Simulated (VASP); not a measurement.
Y, 2 atoms in the cell. The structure is hexagonal, space group P6_3/mmc (No. 194). The conventional cell has a = 3.597 Å, b = 3.597 Å, c = 5.570 Å, α = 90.00°, β = 90.00°, γ = 120.00°. Y (site symmetry -6m2) is surrounded by 12 Y at 3.47 to 3.60 Å. The cell was built by a generator and needn't be a form met in nature.

```yaml
Program: VASP 6.6.1
Task: electrostatic potential
Functional: PBEsol
Potentials_or_basis: VASP PAW PBE potentials, release 64 (Y_sv)
Cutoff: 520 eV
k_mesh: 14 × 14 × 8
Occupations: methfessel-paxton, width 0.1 eV
Spin: no spin polarisation
Further_INCAR_settings: ALGO = Normal; EDIFF = 1e-06
```

Potentials or basis: VASP PAW PBE potentials, release 64 (Y_sv).

Run with:

```bash
$ cat potpaw_PBE.64/Y_sv/POTCAR > POTCAR
$ mpirun -np 1 vasp_std > vasp.out
```

Hardware: 1 thread of AMD EPYC 7R43 64-Core Processor (Zen 3), on a shared host.

Q: How long does it take, and how much memory?

A: Run time: 2.1 min on 1 thread of AMD EPYC 7R43 64-Core Processor (Zen 3), with other jobs on the host, peak memory 0.22 GiB. Counts: scf iterations 14, k points 120.
